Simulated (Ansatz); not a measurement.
Level of theory: DFT PBE, scalar-relativistic, plane waves, PAW (Ansatz 0.2.0). Settings: cutoff 420 eV, Γ-centred meshes spaced at most about 0.3 Å⁻¹, and about 0.25 Å⁻¹ or finer for metals (2π included), Gaussian smearing. No spin polarisation.

All energies are static (0 K, no zero-point motion).

Compare these two cells of Be3Se2, each relaxed at this level.

A. Space group R-3c (No. 167), trigonal, a = 4.580 Å, c = 39.446 Å. Be has 2 Be at 2.15 Å and 2 Se at 2.18 Å; around Se lie 3 Be at 2.18 Å.

B. Space group R-3m (No. 166), trigonal, a = 3.411 Å, c = 21.395 Å. Around Be on a site of symmetry -3m lie 6 Se at 2.45 Å; Be on a site of symmetry 3m is surrounded by 3 Se at 2.34 Å and 3 Be at 2.58 Å; Se has 6 Be at 2.34–2.45 Å.

Question: Which is lower in energy, and by how much?

Answer: A is lower, by 0.32 eV/atom. A has space group R-3c (No. 167), 23.9 Å³/atom and a gap of 1.50 eV on its mesh; B has the anti-tetradymite type, space group R-3m (No. 166), 14.4 Å³/atom and no gap. Counting Se atoms around Be (those within 1.25 times the shortest such distance or 1.15 times the sum of covalent radii; a slash parts the counts of unlike sites), A has Be 2 and B has Be 3/6. Both come from invented guesses.

No dispersion correction is applied, so the spacing and binding between layers, chains or molecules are poorly described (R-3c, R-3m), and this can change margins and order among such cells. Kohn–Sham gaps at this level usually fall short of measured ones. Cells relaxed within their symmetry can be saddle points.
